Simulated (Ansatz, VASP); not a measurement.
InP in VASP and in Ansatz

INCAR

```
PREC = Accurate
ENCUT = 520
EDIFF = 1E-7
ISMEAR = -1
SIGMA = 0.03
LREAL = False
LASPH = True
NELM = 80
ALGO = Normal
ISIF = 2
LWAVE = False
LCHARG = False
GGA = PS
NBANDS = 16
```

The input KPOINTS:

```
regular mesh
0
Gamma
  11 11 11
```

File POSCAR:

```
InP
1.0
    0.0000000000      2.9109946080      2.9109946080
    2.9109946080      0.0000000000      2.9109946080
    2.9109946080      2.9109946080      0.0000000000
In P
1 1
Direct
    0.0000000000      0.0000000000      0.0000000000
    0.5000000000      0.5000000000      0.5000000000
```

Input for Ansatz:

```yaml
crystal:
  lattice:
    - [0.0, 2.910994608, 2.910994608]
    - [2.910994608, 0.0, 2.910994608]
    - [2.910994608, 2.910994608, 0.0]
  atoms:
    - { symbol: In, position: [0.0, 0.0, 0.0] }
    - { symbol: P, position: [0.5, 0.5, 0.5] }
kpoints:
  mp_grid: { grid: [11, 11, 11] }
scf:
  occupations: { method: fermi_dirac, width: 0.03 }
hamiltonian:
  xc: pbesol
  pseudopotentials: { kind: all_electron, lapw: { basis_error: 0.00025 } }
output:
  forces: true
  stress: true
  eigenvalues: true
```

Change from the starting cell: volume scaled by 1.06.

Alike in both runs: task single point; functional PBEsol; k mesh 11 × 11 × 11; occupations fermi-dirac, width 0.03 eV; no spin polarisation.

```csv
,VASP,Ansatz
version,VASP 6.6.1,Ansatz 0.2.0
potentials or method,"VASP PAW PBE potentials, release 64 (In_d, P)","all-electron LAPW, scalar-relativistic"
plane-wave cutoff (eV),520,see its input
```

|  | VASP | Ansatz | Ansatz less VASP |
| --- | --- | --- | --- |
| pressure (GPa) | -10.2 | -10.2 | 0.00 |

Ansatz ran all-electron here, so the differences hold the error of VASP's frozen core and of both bases.

Caveats: the PAW data sets were made with another functional, which shifts forces and pressure a little (VASP).
